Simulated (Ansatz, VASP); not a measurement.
# TiB2: VASP beside Ansatz

```
CELL_PARAMETERS angstrom
2.99440 0.00000 0.00000
-1.49720 2.59323 0.00000
0.00000 0.00000 3.15966
ATOMIC_POSITIONS crystal
Ti 0.00000 0.00000 0.00000
B 0.33333 0.66667 0.50000
B 0.66667 0.33333 0.50000
```

Alike in both runs: functional LDA; k mesh 15 × 15 × 12; occupations fermi-dirac, width 0.15 eV; no spin polarisation.

Ansatz relaxed the structure, and its values are those at the end. VASP's run is a single point on that final structure, the one shown.

|  | VASP | Ansatz |
| --- | --- | --- |
| version | VASP 6.6.1 | Ansatz 0.2.0 |
| potentials or method | VASP PAW LDA potentials, release 64 (Ti_sv, B) | scalar-relativistic, plane waves, PAW |
| plane-wave cutoff (eV) | 520 | 420 |
| valence electrons in the cell | 18 | 18 |

```csv
,VASP,Ansatz,Ansatz less VASP
gap on the k mesh at the Fermi level (eV),none,none,-
pressure (GPa),0.6,0.0,-0.58
```

A gap of «none» marks a metal or a gap that the smearing closes. Ansatz warned: «pseudo_functional_mismatch».
